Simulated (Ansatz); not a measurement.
# ZnO: what a guessed cell relaxes into, part 2 of 2

The task: take a trial cell of ZnO to zero force and stress.

Ansatz 0.2.0; DFT PBE, scalar-relativistic, plane waves, PAW. The steps go on from the part before.

**4. Final relaxation**

The end of the coarse run is made exact in the group found at a tolerance of 0.06 Å and reduced to its primitive cell.

The input, input.yaml:

```yaml
crystal:
  lattice:
    - [-1.6525088416, 1.6525088416, 5.6647702538]
    - [1.6525088416, -1.6525088416, 5.6647702538]
    - [1.6525088416, 1.6525088416, -5.6647702538]
  atoms:
    - { symbol: Zn, position: [0.5838078526, 0.5838078526, 0.0] }
    - { symbol: Zn, position: [0.3338078526, 0.8338078526, 0.5] }
    - { symbol: O, position: [0.4161921474, 0.4161921474, 0.0] }
    - { symbol: O, position: [0.1661921474, 0.6661921474, 0.5] }
basis:
  ecutwfc: 420
kpoints:
  mp_grid: { grid: [16, 16, 16] }
hamiltonian:
  xc: pbe
scf:
  occupations: { method: gaussian, width: 0.02 }
output:
  forces: true
  stress: true
  eigenvalues: true
relax:
  adjacent_minimum: "off"
  f_tol: 0.01
  max_steps: 80
  cell: { stress_tol: 0.05 }
```

Started as:

```sh
$ ansatz run input.yaml --threads 1 --pin off --max-ram 2560MiB --backend cpu --events-out ev --progress --plain --runs-dir out
```

The program printed:

```text
Warning: RAYON_NUM_THREADS=1 ignored (pool sized by the plan → 1); use --threads N
basis.fft_grid_basis auto: the FFT boxes are laid along the combinations [[1, 0, 1], [0, 1, 1], [0, 0, 1]] of the cell's own vectors, 3.305, 3.305 and 6.128 Å long. The dense box has 24×24×45 points. Along the cell's own vectors, as sized, it would have 45×45×45, 3.52 times as many. Of the 8 symmetry operations that the crystal satisfies within crystal.symmetry.tolerance (time reversal apart; of a slab, those that keep its plane) the dense box along the cell's own vectors carries 8, and the one as laid loses 6 of those. basis.fft_grid_basis: typed keeps the cell's own vectors: state it where this run's energies or levels are differenced outside the engine with another run's, or held beside a run that keeps those vectors.
Engine: ansatz 0.2.0, x86_64-unknown-linux-gnu
Pseudopotentials: kind: paw
Pseudopotential: Zn, paw, valence charge 12, recommended cutoff 420 eV (normal), Zn.paw.azcp
Pseudopotential: O, paw, valence charge 6, recommended cutoff 420 eV (normal), O.paw.azcp
Functional definition: PBE
  parameter kappa = 0.804
  parameter beta = 0.06672455060314922
  exchange = pbe_x(kappa = kappa, mu = beta*pi^2/3)
  correlation = pbe_c(beta = beta)
Crystal: 4 atoms, lattice volume = 61.877 Å³
Basis set: ecut = 420 eV, 1215 PW (Γ), FFT grids on a1+a3, a2+a3, a3, exchange–correlation on 48×48×90 points (8 copies of the dense FFT grid, shifted against one another)
Bands: 22, of which v1, the nominal top of the filled ones, is band 18 counted from 1 (17 counted from 0)
Symmetry: 8 space group operations
Space group: I41md (ITA 109), of the structure as read, at distance tolerance 4.0e-5 Å
k-points: 349 of 4096 (time reversal used)
Non-local potential: Zn, projectors of the file, l = 0: 2, l = 1: 2, l = 2: 3, l = 3: 1
Non-local potential: O, projectors of the file, l = 0: 2, l = 1: 2, l = 2: 1
PAW form: soft (Blöchl's): semilocal exchange-correlation on the pseudo side does not see the compensation charge
PAW one-centre angular grid: Zn, 590 points (default); XC on 64 Gauss nodes
PAW one-centre angular grid: O, 110 points (default); XC on 64 Gauss nodes
Initial density: superposition of atomic densities (neutral atoms: chi_scale 0, normalization atom), corrected by the library's trained network
Initial wavefunctions: pseudopotential atomic-orbital guess
Functional: x = pbe(κ = 0.804, μ = 0.2195149727645171), c = pbe(β = 0.06672455060314922)
SCF iter   1: F=—  HF=-7772.584635 eV  |F-HF|=—  |Δ(HF+E_count)|=         —  Δρ=3.57e-3  dr2=5.24e-3  ethr=1.77e-3  ⟨swp⟩=6.0  Hψ=34018  notcnv=0
preconditioner: auto → none  [insulator: Δε(μ)=0.585 eV  Ē_g=11.663 eV  σ=0.020 eV  W_gap=1.00  n_scr=12 (ndim 8)  ℏωp=28.3 eV  f_vac=0.117  D(μ)=0.00/eV (n_scr^D=0)  ε∞_Penn≈6.9]
SCF iter   2: F=—  HF=-7772.585806 eV  |F-HF|=—  |Δ(HF+E_count)|=   1.17e-3  Δρ=1.99e-3  dr2=1.66e-3  ethr=1.45e-5  ⟨swp⟩=2.1  Hψ=18045  notcnv=0
SCF iter   3: F=—  HF=-7772.585253 eV  |F-HF|=—  |Δ(HF+E_count)|=   5.53e-4  Δρ=7.43e-4  dr2=2.09e-4  ethr=4.62e-6  ⟨swp⟩=2.0  Hψ=14767  notcnv=0
SCF iter   4: F=—  HF=-7772.585394 eV  |F-HF|=—  |Δ(HF+E_count)|=   1.41e-4  Δρ=3.38e-4  dr2=4.59e-5  ethr=5.80e-7  ⟨swp⟩=2.0  Hψ=13536  notcnv=0
SCF iter   5: F=—  HF=-7772.585452 eV  |F-HF|=—  |Δ(HF+E_count)|=   5.82e-5  Δρ=6.52e-5  dr2=1.75e-6  ethr=1.27e-7  ⟨swp⟩=2.0  Hψ=13262  notcnv=0
SCF iter   6: F=—  HF=-7772.585456 eV  |F-HF|=—  |Δ(HF+E_count)|=   3.64e-6  Δρ=2.16e-5  dr2=1.89e-7  ethr=4.85e-9  ⟨swp⟩=2.0  Hψ=13678  notcnv=0
SCF iter   7: F=-7772.585456 eV  HF=-7772.585456 eV  |F-HF|=6.58e-9  |Δ(HF+E_count)|=   4.94e-7  Δρ=3.54e-6  dr2=5.16e-9  ethr=2.78e-10  ⟨swp⟩=5.1  Hψ=33475  notcnv=0
SCF 1 converged in 7 iterations: F = -7772.585456 eV  dr2 = 5.16e-9
relax step   1: F+E_penalty+E_count = -7772.58545609 eV  Δ(F+E_penalty+E_count) = +0.000e0 eV  max|allowed force component| = 4.432e-3 eV/Å  Δτ_max = 0.0000 Å  P = +0.019 GPa  Ω = 61.877 Å³  (7 SCF iters, dr2 threshold 1.00e-7 eV, accepted)
Crystal: 4 atoms, lattice volume = 61.902 Å³
Initial density: handed on by an earlier stage of this run
Initial wavefunctions: those handed on with the density
iter 1 solved again at ethr=2.66e-9 eV; its pass at ethr=3.10e-3 eV (dr2=9.58e-7 eV) is discarded
SCF iter   1: F=—  HF=-7772.585339 eV  |F-HF|=—  |Δ(HF+E_count)|=         —  Δρ=6.71e-5  dr2=1.03e-6  ethr=2.66e-9  ⟨swp⟩=3.2  Hψ=42690  notcnv=0
preconditioner: auto → none  [insulator: Δε(μ)=0.591 eV  Ē_g=11.636 eV  σ=0.020 eV  W_gap=1.00  n_scr=12 (ndim 8)  ℏωp=28.3 eV  f_vac=0.122  D(μ)=0.00/eV (n_scr^D=0)  ε∞_Penn≈6.9]
SCF iter   2: F=—  HF=-7772.585396 eV  |F-HF|=—  |Δ(HF+E_count)|=   5.66e-5  Δρ=3.17e-5  dr2=2.17e-7  ethr=2.66e-9  ⟨swp⟩=2.0  Hψ=13242  notcnv=0
SCF iter   3: F=—  HF=-7772.585396 eV  |F-HF|=—  |Δ(HF+E_count)|=   8.77e-9  Δρ=1.75e-5  dr2=1.12e-7  ethr=6.02e-10  ⟨swp⟩=2.0  Hψ=13553  notcnv=0
SCF iter   4: F=-7772.585396 eV  HF=-7772.585396 eV  |F-HF|=2.17e-9  |Δ(HF+E_count)|=   2.34e-8  Δρ=3.43e-6  dr2=5.07e-9  ethr=4.53e-11  ⟨swp⟩=3.0  Hψ=33854  notcnv=0
SCF 2 converged in 4 iterations: F = -7772.585396 eV  dr2 = 5.07e-9
relax step   2: F+E_penalty+E_count = -7772.58539572 eV  Δ(F+E_penalty+E_count) = +6.037e-5 eV  max|allowed force component| = 1.305e-3 eV/Å  Δτ_max = 0.0002 Å  P = +0.007 GPa  Ω = 61.902 Å³  energy of the carried Pulay correction = -7.916e-5 eV  (4 SCF iters, dr2 threshold 1.63e-8 eV, accepted)
Initial wavefunctions: pseudopotential atomic-orbital guess (no wavefunctions were taken with the density)
iter 1 solved again at ethr=1.50e-7 eV; its pass at ethr=3.10e-3 eV (dr2=5.38e-5 eV) is discarded
SCF iter   1: F=—  HF=-7772.585411 eV  |F-HF|=—  |Δ(HF+E_count)|=         —  Δρ=4.71e-6  dr2=5.06e-9  ethr=1.50e-7  ⟨swp⟩=3.0  Hψ=55551  notcnv=0
eigensolver tolerance schedule: the retry pair's looser diagonalisation over-reported the residual by 10630.86 of it (diagonalisation noise at 1.05 of the residual, at the tolerance the schedule requests for it); recorded, not acted on — ethr = c·dr2/N_el stays at c = 1.0e-1
preconditioner: auto → none  [insulator: Δε(μ)=0.590 eV  Ē_g=11.636 eV  σ=0.020 eV  W_gap=1.00  n_scr=12 (ndim 8)  ℏωp=28.3 eV  f_vac=0.122  D(μ)=0.00/eV (n_scr^D=0)  ε∞_Penn≈6.9]
SCF iter   2: F=—  HF=-7772.585468 eV  |F-HF|=—  |Δ(HF+E_count)|=   5.69e-5  Δρ=3.21e-6  dr2=2.40e-9  ethr=1.41e-11  ⟨swp⟩=3.5  Hψ=19104  notcnv=0
SCF iter   3: F=—  HF=-7772.585468 eV  |F-HF|=—  |Δ(HF+E_count)|=  9.55e-10  Δρ=1.42e-6  dr2=5.52e-10  ethr=6.66e-12  ⟨swp⟩=2.0  Hψ=13959  notcnv=0
SCF iter   4: F=—  HF=-7772.585468 eV  |F-HF|=—  |Δ(HF+E_count)|=  4.86e-10  Δρ=3.62e-7  dr2=4.00e-11  ethr=1.53e-12  ⟨swp⟩=2.1  Hψ=13629  notcnv=0
SCF iter   5: F=-7772.585468 eV  HF=-7772.585468 eV  |F-HF|=1.09e-11  |Δ(HF+E_count)|=  2.36e-11  Δρ=2.03e-7  dr2=1.35e-11  ethr=1.00e-12  ⟨swp⟩=4.0  Hψ=27514  notcnv=0
SCF 3 converged in 5 iterations: F = -7772.585468 eV  dr2 = 1.35e-11
relax step   3: F+E_penalty+E_count = -7772.58546751 eV  Δ(F+E_penalty+E_count) = -7.180e-5 eV  max|allowed force component| = 1.332e-3 eV/Å  Δτ_max = 0.0000 Å  P = +0.009 GPa  Ω = 61.902 Å³  stress off target by 3.91e-2 GPa  SCF on the basis re-selected at this cell (its energy is not comparable with the rows above)  (5 SCF iters)
basis re-selected at this cell: Δ(F+E_penalty+E_count) = -7.180e-5 eV, ΔP = +0.002 GPa vs the last step (what re-selecting the basis moved, of the pressure what is left beyond the Pulay correction that the steps carried, after the strain that the cell walked since its last selection, with what the two solves' SCF thresholds leave and, on support functions, any second-order correction that the steps lacked; it is no measure of the basis error at this ecutwfc). This SCF's stress stands 3.91e-2 GPa from its target on what of the cell is left free (relax.cell.stress_tol is 5.00e-2 GPa) and its largest allowed force component is 1.33e-3 eV/Å (relax.f_tol is 1.00e-2 eV/Å): within both
SCF converged after 5 iterations
Free energy (F): -7772.585468 eV
Harris-Foulkes:  -7772.585468 eV  (|F-HF|=1.09e-11)
Internal energy: -7772.585468 eV  (E = F + TS)
E sigma→0 (E₀):  -7772.585468 eV
Fermi energy:    4.564839 eV
--- Per-component energies (eV) ---
  E_band       = -43.336449
  E_kinetic    = 608.175520
  E_local      = -4672.865405  (includes V_loc(G=0)·N_el)
  E_nonlocal   = 1330.993683
  E_hartree    = 1925.268234
  E_xc         = -418.786509
  E_vxc        = -288.035936  (∫ρ·V_xc dr)
  E_paw        = -3976.202822  (= ΣΔE_a)
  E_vpaw       = -872.144828  (= ΣTr[D̂ρ^β])
  E_aug_tail   = 0.004164  (compensation charges beyond the density's cutoff)
  E_ewald      = -2569.172332
  E_smearing   = -0.000000  (= −TS)
  E_closure    = -0.000000  (closes the sum)
  Σ components = -7772.585468   (vs F -7772.585468, Δ=0.00e0)
--- Forces (eV/Å), atoms counted from 1 ---
  atom   1  Zn     0.00000000     0.00000000    -0.00133196
  atom   2  Zn     0.00000000    -0.00000000    -0.00133196
  atom   3  O     -0.00000000     0.00000000     0.00133177
  atom   4  O      0.00000000    -0.00000000     0.00133177
  max |Σ_I F_I| component: 3.87e-7 eV/Å
--- Stress (GPa, compression-positive) ---
        0.033180      -0.000000       0.000000
       -0.000000       0.033180      -0.000000
        0.000000      -0.000000      -0.039112
  P = ⅓ Tr σ = 0.0091 GPa (0.091 kbar)
--- Band table (eV; the first three rows and the last of 349) ---
  k-point 0: bands = ["-13.2035", "-12.7067", "-1.9636", "-1.6900", "-1.5870", "-1.5870", "-0.9039", "-0.7396", "-0.7396", "-0.6285", "-0.6044", "-0.5705", "0.1891", "3.0113", "3.0113", "3.6803", "3.6803", "4.2696", "4.8601", "9.3716", "11.2996", "15.5699"]
  k-point 1: bands = ["-13.1836", "-12.6976", "-1.9432", "-1.7374", "-1.5929", "-1.5064", "-0.8884", "-0.7550", "-0.7500", "-0.6165", "-0.5817", "-0.5771", "0.1910", "2.9043", "2.9126", "3.4402", "3.6325", "4.2326", "5.2427", "9.5303", "11.2941", "15.4565"]
  k-point 2: bands = ["-13.1266", "-12.6724", "-1.8833", "-1.7864", "-1.6066", "-1.3670", "-0.8514", "-0.7882", "-0.7750", "-0.6448", "-0.5921", "-0.4612", "0.2000", "2.5488", "2.6513", "3.1672", "3.5130", "4.1222", "5.9849", "9.8565", "11.3765", "14.5926"]
  k-point 348: bands = ["-12.9629", "-12.9629", "-1.8960", "-1.8960", "-1.6470", "-1.6470", "-0.9063", "-0.9063", "-0.6074", "-0.6074", "-0.5875", "-0.5875", "1.9851", "1.9851", "2.5686", "2.5686", "4.0909", "4.0909", "7.1154", "7.1154", "13.7295", "13.7295"]
--- Relaxed structure (2 steps of the walk, 2 accepted, 1 SCFs on fresh bases) ---
  F+E_penalty+E_count = -7772.58546751 eV   max|allowed force component| = 1.332e-3 eV/Å   (the final SCF, on the basis selected at the relaxed cell)
  cell:  # Å, volume = 61.9017 Å³
    - [-1.6531015784512386, 1.6531015784512386, 5.662957071264564]
    - [1.6531015784512386, -1.6531015784512386, 5.662957071264564]
    - [1.6531015784512386, 1.6531015784512386, -5.662957071264564]
  atoms:
    - { symbol: Zn, position: [0.5838258517434138, 0.5838258517434138, -5.267501602265499e-20] }
    - { symbol: Zn, position: [0.3338258517434137, 0.8338258517434137, 0.5] }
    - { symbol: O, position: [0.41617414825658633, 0.41617414825658633, -5.80819708173352e-20] }
    - { symbol: O, position: [0.1661741482565863, 0.6661741482565863, 0.5] }
```

Wall time 92 s (1 thread of Intel Xeon Platinum 8488C (Sapphire Rapids), shared host); peak memory 0.8 GiB.

Relaxation path:

```
step  energy from step 1 (eV/cell)  largest force component (eV/Å)  pressure (GPa)  volume (Å³)
   1                        0.0000                          0.0044            0.02        61.88
   2                        0.0001                          0.0013            0.01        61.90
   3                        0.0000                          0.0013            0.01        61.90
```

Step 1 is the start. Step 3 repeats the geometry before it on a plane-wave basis chosen anew for that cell, so its energy need not be comparable with the rows above.

Lengths and angles in the start's conventional setting:

|  | before | after | change |
| --- | --- | --- | --- |
| a (Å) | 3.305 | 3.306 | 0.0 % |
| b (Å) | 3.305 | 3.306 | 0.0 % |
| c (Å) | 11.330 | 11.326 | 0.0 % |
| volume (Å³/atom) | 15.47 | 15.48 | 0.0 % |
| shortest distance (Å) | 1.898 | 1.898 | 0.0 % |
| space group (0.01 Å) | I4_1md | I4_1md | same |

The run keeps the 8 symmetry operations of the start, so it could not have lowered the symmetry.

**5. Results**

This closing draws on all 2 parts. Changes of volume or cell count from the first structure of part 1.

```
                                                              quantity                                                                       value
                                symmetry at the end (tolerance 0.02 Å)                                                space group I4_1md (No. 109)
                                                     conventional cell  a = 3.306 Å, b = 3.306 Å, c = 11.326 Å, α = 90.00°, β = 90.00°, γ = 90.00°
                                                                volume                                                               15.48 Å³/atom
energy over the elements (uncorrected; H, N, O, F and Cl as molecules)                                                               -1.15 eV/atom
                                                       gap on the mesh                                                                     0.59 eV
```

The space group I4_1md (No. 109) is kept, and the volume per atom grows by 43.9 % from the first guess. It lies below the elements, which doesn't yet make it stable: competing phases were not computed in this session. No finished test with a distortion of lower symmetry is shown, so the end may be a saddle point.
